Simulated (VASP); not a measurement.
# CaF2 (Fluorite) (Fm-3m) in VASP: further runs

The runs below take CaF2 (Fluorite) through relaxation of cell and atoms, relaxation of the atoms, with PBE.

Program: VASP 6.6.1. These are calculated values, not measurements. Logs are shortened: lines on timing, memory, paths and dates and some standing lists are left out, and cuts for length are marked.

### 1 The crystal as given

It takes space group Fm-3m (No. 225, cubic). Conventional cell: a = 5.462 Å, b = 5.462 Å, c = 5.462 Å, α = 90.00°, β = 90.00°, γ = 90.00°. Around Ca (site symmetry m-3m) lie 8 F at 2.37 Å. Around F (site symmetry -43m) lie 4 Ca at 2.37 Å.

### 2 Relaxation of cell and atoms, PBE

Input file INCAR:

```
SYSTEM = CaF2
  PREC = Accurate
  ENCUT = 600
  EDIFF = 1E-6
  ISMEAR = 0
  SIGMA = 0.03
  LREAL = .False.
  LASPH = .True.
  NELM = 80
  ALGO = Normal
  ISIF = 3
  LWAVE = .False.
  LCHARG = .False.
  GGA = PE
  IBRION = 2
  NSW = 90
  EDIFFG = -0.01
```

Input file KPOINTS:

```
Automatic mesh
0
Gamma
  8 8 8
  0 0 0
```

Input file POSCAR:

```
CaF2
1.0
    0.0000000000      2.7310000000      2.7310000000
    2.7310000000      0.0000000000      2.7310000000
    2.7310000000      2.7310000000      0.0000000000
Ca F
1 2
Direct
    0.0000000000      0.0000000000      0.0000000000
    0.2500000000      0.2500000000      0.2500000000
    0.7500000000      0.7500000000      0.7500000000
```

Potentials or basis: VASP PAW PBE potentials, release 64 (Ca_sv, F).

Command:

```console
cat potpaw_PBE.64/Ca_sv/POTCAR potpaw_PBE.64/F/POTCAR > POTCAR
mpirun -np 1 vasp_std > vasp.out
```

OUTCAR:

```text
SYSTEM = CaF2
   PREC = Accurate
   ENCUT = 600
   EDIFF = 1E-6
   ISMEAR = 0
   LREAL = .False.
   LASPH = .True.
   NELM = 80
   ISIF = 3
   GGA = PE
   IBRION = 2
   NSW = 90
   EDIFFG = -0.01

 ion  position               nearest neighbor table
   1  0.000  0.000  0.000-   3 2.37   3 2.37   3 2.37   2 2.37   3 2.37   2 2.37   2 2.37   2 2.37

   2  0.250  0.250  0.250-   1 2.37   1 2.37   1 2.37   1 2.37
   3  0.750  0.750  0.750-   1 2.37   1 2.37   1 2.37   1 2.37

  LATTYP: Found a face centered cubic cell.
 ALAT       =     5.4620000000

  Lattice vectors:

 A1 = (   0.0000000000,   2.7310000000,   2.7310000000)
 A2 = (   2.7310000000,   0.0000000000,   2.7310000000)
 A3 = (   2.7310000000,   2.7310000000,   0.0000000000)

Analysis of symmetry for initial positions (statically):
=====================================================================
 Subroutine PRICEL returns:
 Original cell was already a primitive cell.

 Routine SETGRP: Setting up the symmetry group for a
 face centered cubic supercell.

 Subroutine GETGRP returns: Found 48 space group operations
 (whereof 48 operations were pure point group operations)
 out of a pool of 48 trial point group operations.

The static configuration has the point symmetry O_h .

Analysis of symmetry for dynamics (positions and initial velocities):
=====================================================================
 Subroutine PRICEL returns:
 Original cell was already a primitive cell.

 Routine SETGRP: Setting up the symmetry group for a
 face centered cubic supercell.

 Subroutine GETGRP returns: Found 48 space group operations
 (whereof 48 operations were pure point group operations)
 out of a pool of 48 trial point group operations.

The dynamic configuration has the point symmetry O_h .

 Subroutine INISYM returns: Found 48 space group operations
 (whereof 48 operations are pure point group operations),
 and found     1 'primitive' translations

----------------------------------------------------------------------------------------

                                     Primitive cell
[... 151 lines left out ...]
  Total        0.6092799      0.6092799      0.6092799     -0.0000000      0.0000000      0.0000000
  in kB       23.9625124     23.9625124     23.9625124     -0.0000000      0.0000000      0.0000000
  external PRESSURE =      23.9625124 kB  Pullay stress =       0.0000000 kB

 VOLUME and BASIS-vectors are now :
 -----------------------------------------------------------------------------
  energy-cutoff  :      600.00
  volume of cell :       40.74
      direct lattice vectors                 reciprocal lattice vectors
     0.000000000  2.731000000  2.731000000    -0.183083120  0.183083120  0.183083120
     2.731000000  0.000000000  2.731000000     0.183083120 -0.183083120  0.183083120
     2.731000000  2.731000000  0.000000000     0.183083120  0.183083120 -0.183083120

 POSITION                                       TOTAL-FORCE (eV/Angst)
 -----------------------------------------------------------------------------------
      0.00000      0.00000      0.00000         0.000000     -0.000000      0.000000
      1.36550      1.36550      1.36550        -0.000000      0.000000     -0.000000
      4.09650      4.09650      4.09650         0.000000     -0.000000      0.000000
 -----------------------------------------------------------------------------------
    total drift:                                0.000000     -0.000000      0.000000

  FREE ENERGIE OF THE ION-ELECTRON SYSTEM (eV)
  ---------------------------------------------------
  free  energy   TOTEN  =       -17.3333843034 eV

  energy  without entropy=      -17.3333843034  energy(sigma->0) =      -17.33338430

--------------------------------------- Ionic step        2  -------------------------------------------

 number of electron      24.0000004 magnetization

 Free energy of the ion-electron system (eV)
  ---------------------------------------------------
  ext. energy  EPLUGINS =         0.00000000
  ---------------------------------------------------
  free energy    TOTEN  =       -17.34179486 eV

  energy without entropy =      -17.34179486  energy(sigma->0) =      -17.34179486

 E-fermi :  -0.8896     XC(G=0):  -9.4869

 val. band max:       -1.1236559048   @ k =   0.5000   0.5000   0.0000
 cond. band min:       5.9843080266   @ k =   0.0000   0.0000   0.0000
 fundamental gap:      7.1079639314
 Fermi energy:        -0.8895809269

 k-point     1 :       0.0000    0.0000    0.0000
  band No.  band energies     occupation
      1     -37.2907      2.00000
      2     -20.9877      2.00000
      3     -20.2603      2.00000
      4     -18.2296      2.00000
      5     -18.2296      2.00000
      6     -18.2296      2.00000
[... 433 lines left out ...]
      3     -20.8227      2.00000
      4     -18.2881      2.00000
      5     -18.0790      2.00000
      6     -17.8409      2.00000
[... 8 lines left out ...]
     15       8.5459      0.00000
     16       8.9948      0.00000

 [... further k-points ...]

------------------------ aborting loop because EDIFF is reached ----------------------------------------

  FORCE on cell =-STRESS in cart. coord.  units (eV):
  Direction    XX          YY          ZZ          XY          YZ          ZX
  --------------------------------------------------------------------------------------
  -------------------------------------------------------------------------------------
  Total       -0.0167275     -0.0167275     -0.0167275     -0.0000000      0.0000000     -0.0000000
  in kB       -0.6389148     -0.6389148     -0.6389148     -0.0000000      0.0000000     -0.0000000
  external PRESSURE =      -0.6389148 kB  Pullay stress =       0.0000000 kB

 VOLUME and BASIS-vectors are now :
 -----------------------------------------------------------------------------
  energy-cutoff  :      600.00
  volume of cell :       41.95
      direct lattice vectors                 reciprocal lattice vectors
    -0.000000000  2.757757683  2.757757683    -0.181306720  0.181306720  0.181306720
     2.757757683  0.000000000  2.757757683     0.181306720 -0.181306720  0.181306720
     2.757757683  2.757757683  0.000000000     0.181306720  0.181306720 -0.181306720

 POSITION                                       TOTAL-FORCE (eV/Angst)
 -----------------------------------------------------------------------------------
      2.75776      5.51552      2.75776        -0.000000     -0.000000     -0.000000
      1.37888      1.37888      1.37888         0.000000      0.000000      0.000000
      4.13664      4.13664      4.13664        -0.000000      0.000000     -0.000000
 -----------------------------------------------------------------------------------
    total drift:                               -0.000000     -0.000000      0.000000

  FREE ENERGIE OF THE ION-ELECTRON SYSTEM (eV)
  ---------------------------------------------------
  free  energy   TOTEN  =       -17.3417948570 eV

  energy  without entropy=      -17.3417948570  energy(sigma->0) =      -17.34179486

 reached required accuracy - stopping structural energy minimisation
```

OSZICAR:

```text
N       E                     dE             d eps       ncg     rms          rms(c)
DAV:   1     0.242335135894E+03    0.24234E+03   -0.14981E+04   928   0.170E+03
DAV:   2    -0.790042975469E+01   -0.25024E+03   -0.24628E+03  1192   0.419E+02
DAV:   3    -0.182564364680E+02   -0.10356E+02   -0.10349E+02  1016   0.951E+01
[... 16 lines left out ...]
DAV:   5    -0.173414515726E+02   -0.47029E-04   -0.37638E-04  1040   0.211E-01    0.128E-01
DAV:   6    -0.173418022997E+02   -0.35073E-03   -0.68510E-04  1640   0.239E-01    0.197E-02
DAV:   7    -0.173417964599E+02    0.58398E-05   -0.15894E-05  1224   0.464E-02    0.605E-03
DAV:   8    -0.173417945871E+02    0.18728E-05   -0.19093E-06  1192   0.175E-02    0.136E-03
DAV:   9    -0.173417948570E+02   -0.26986E-06   -0.15211E-07   488   0.452E-03
   2 F= -.17341795E+02 E0= -.17341795E+02  d E =-.841055E-02
```

CONTCAR:

```text
CaF2
   1.00000000000000
    -0.0000000000000000    2.7577576828991233    2.7577576828991233
     2.7577576828991233    0.0000000000000000    2.7577576828991233
     2.7577576828991233    2.7577576828991233    0.0000000000000000
  Ca              F
     1     2
Direct
     1.0000000000000000    0.0000000000000000    1.0000000000000000
     0.2500000000000000    0.2500000000000000    0.2500000000000000
     0.7500000000000000    0.7500000000000000    0.7500000000000000

  0.00000000E+00  0.00000000E+00  0.00000000E+00
  0.00000000E+00  0.00000000E+00  0.00000000E+00
  0.00000000E+00  0.00000000E+00  0.00000000E+00
```

It took 16 s on 1 thread of Intel Xeon 6975P-C (Granite Rapids), shared host; peak memory 0.19 GiB.

What came out:

- Free energy: -17.3418 eV
- Relaxed volume: 13.98 Å³/atom
- Relaxed cell: a = 3.900 Å, b = 3.900 Å, c = 3.900 Å, α = 60.00°, β = 60.00°, γ = 60.00°
- Space group after relaxing (to 0.05 Å): Fm-3m (No. 225)
- Energy gained by relaxing: 2.8 meV/atom
- Ionic steps: 2
- Pressure after relaxing: -0.1 GPa
- Band gap on the k mesh: 7.11 eV, indirect (least direct gap 7.36 eV)

Step by step:
```tsv
step	energy change (eV)	largest force (eV/Å)	pressure (GPa)	volume (Å³)
1	0.0000	0.0000	2.40	40.74
2	-0.0084	0.0000	-0.06	41.95
```

Final structure:
```
Ca F
1.0
     0.00000    2.75776    2.75776
     2.75776    0.00000    2.75776
     2.75776    2.75776    0.00000
Ca F
1 2
Direct
  0.00000 0.00000 0.00000
  0.25000 0.25000 0.25000
  0.75000 0.75000 0.75000
```

Levels at points of the mesh, in eV from the valence-band top:
```csv
k point,band 10,band 11,band 12,band 13,band 14,band 15
"(0.00, 0.00, 0.00)",-0.25,-0.25,-0.25,7.11,9.05,9.05
"(0.50, 0.00, 0.00)",-1.20,-0.82,-0.82,9.25,9.25,9.56
"(0.50, 0.50, 0.00)",-0.35,-0.35,0.00,8.03,9.35,9.92
```

A k mesh can miss the band edges. Zero-point motion and thermal expansion aren't in these numbers.

### 3 Relaxation of cell and atoms, PBE

This run uses another cell than the first one, of 13.98 Å³/atom, 1.030 times its volume.

Edit INCAR of step 2 so:

```diff
@@ -3,3 +3,3 @@
   ENCUT = 600
-  EDIFF = 1E-6
+  EDIFF = 1E-7
   ISMEAR = 0
@@ -16,2 +16,2 @@
   NSW = 90
-  EDIFFG = -0.01
+  EDIFFG = -0.005
```

KPOINTS is that of step 2.

Input file POSCAR:

```
CaF2                                    
1.0
   -0.0000000000      2.7577576829      2.7577576829
    2.7577576829      0.0000000000      2.7577576829
    2.7577576829      2.7577576829      0.0000000000
  Ca              F             
     1     2
Direct
     1.0000000000000000    0.0000000000000000    1.0000000000000000
     0.2500000000000000    0.2500000000000000    0.2500000000000000
     0.7500000000000000    0.7500000000000000    0.7500000000000000
```

Potentials or basis: VASP PAW PBE potentials, release 64 (Ca_sv, F).

Command:

```console
cat potpaw_PBE.64/Ca_sv/POTCAR potpaw_PBE.64/F/POTCAR > POTCAR
mpirun -np 1 vasp_std > vasp.out
```

Wall time 16 s (1 thread of Intel Xeon 6975P-C (Granite Rapids), shared host); peak memory 0.19 GiB.

It converged, with:

| Property | Result |
| --- | --- |
| Free energy | -17.3450 eV |
| Relaxed volume | 13.97 Å³/atom |
| Relaxed cell | a = 3.899 Å, b = 3.899 Å, c = 3.899 Å, α = 60.00°, β = 60.00°, γ = 60.00° |
| Space group after relaxing (to 0.05 Å) | Fm-3m (No. 225) |
| Energy gained by relaxing | 0.0 meV/atom |
| Ionic steps | 2 |
| Pressure after relaxing | 0.0 GPa |
| Band gap on the k mesh | 7.12 eV, indirect (least direct gap 7.37 eV) |

Final structure:
```cif
data_structure
_symmetry_space_group_name_H-M 'P 1'
_symmetry_Int_Tables_number 1
_cell_length_a 3.8985
_cell_length_b 3.8985
_cell_length_c 3.8985
_cell_angle_alpha 60.000
_cell_angle_beta 60.000
_cell_angle_gamma 60.000
_cell_volume 41.90
loop_
_atom_site_label
_atom_site_type_symbol
_atom_site_fract_x
_atom_site_fract_y
_atom_site_fract_z
_atom_site_occupancy
Ca1 Ca 0.00000 0.00000 0.00000 1
F1 F 0.25000 0.25000 0.25000 1
F2 F 0.75000 0.75000 0.75000 1
```

Levels at points of the mesh, in eV from the valence-band top:
```csv
k point,band 10,band 11,band 12,band 13,band 14,band 15
"(0.00, 0.00, 0.00)",-0.25,-0.25,-0.25,7.12,9.06,9.06
"(0.50, 0.00, 0.00)",-1.20,-0.82,-0.82,9.26,9.26,9.57
"(0.50, 0.50, 0.00)",-0.35,-0.35,0.00,8.04,9.36,9.93
```

A k mesh can miss the band edges. Expect the measured gap to be larger: semilocal functionals such as PBE lack the derivative discontinuity.

### 4 Relaxation of the atoms, PBE (a relaxed cell with its volume scaled by 0.94)

Edit INCAR of step 3 so:

```diff
@@ -10,3 +10,3 @@
   ALGO = Normal
-  ISIF = 3
+  ISIF = 2
   LWAVE = .False.
@@ -15,3 +15,3 @@
   IBRION = 2
-  NSW = 90
-  EDIFFG = -0.005
+  NSW = 40
+  EDIFFG = -0.01
```

KPOINTS is that of step 3.

Input file POSCAR:

```
CaF2                                    
1.0
    0.0000000000      2.7003823301      2.7003823301
    2.7003823301     -0.0000000000      2.7003823301
    2.7003823301      2.7003823301      0.0000000000
  Ca              F             
     1     2
Direct
     1.0000000000000000    1.0000000000000000    1.0000000000000000
     0.2500000000000000    0.2500000000000000    0.2500000000000000
     0.7500000000000000    0.7500000000000000    0.7500000000000000
```

Command:

```console
cat potpaw_PBE.64/Ca_sv/POTCAR potpaw_PBE.64/F/POTCAR > POTCAR
mpirun -np 1 vasp_std > vasp.out
```

It took 11 s on 1 thread of Intel Xeon 6975P-C (Granite Rapids), shared host; peak memory 0.18 GiB.

The run converged. Its results:

```
Free energy             : -17.2964 eV
Pressure after relaxing : 5.6 GPa
Band gap on the k mesh  : 7.48 eV, indirect (least direct gap 7.74 eV)
```

Final structure:
```
Ca F
1.0
     0.00000    2.70038    2.70038
     2.70038    0.00000    2.70038
     2.70038    2.70038    0.00000
Ca F
1 2
Direct
  0.00000 0.00000 0.00000
  0.25000 0.25000 0.25000
  0.75000 0.75000 0.75000
```

Levels at points of the mesh, in eV from the valence-band top:
| k point | band 8 | band 9 | band 10 | band 11 | band 12 | band 13 | band 14 | band 15 | band 16 |
| --- | --- | --- | --- | --- | --- | --- | --- | --- | --- |
| (0.00, 0.00, 0.00) | -2.22 | -2.22 | -0.26 | -0.26 | -0.26 | 7.48 | 9.30 | 9.30 | 11.50 |
| (0.50, 0.00, 0.00) | -1.59 | -1.33 | -1.28 | -0.86 | -0.86 | 9.53 | 9.53 | 9.97 | 10.91 |
| (0.50, 0.50, 0.00) | -1.69 | -1.69 | -0.39 | -0.39 | 0.00 | 8.21 | 9.71 | 10.27 | 11.10 |

Caveat: the relaxation stopped at its first step, so nothing moved. A k mesh can miss the band edges.

(Continued in part 2 of 2.)
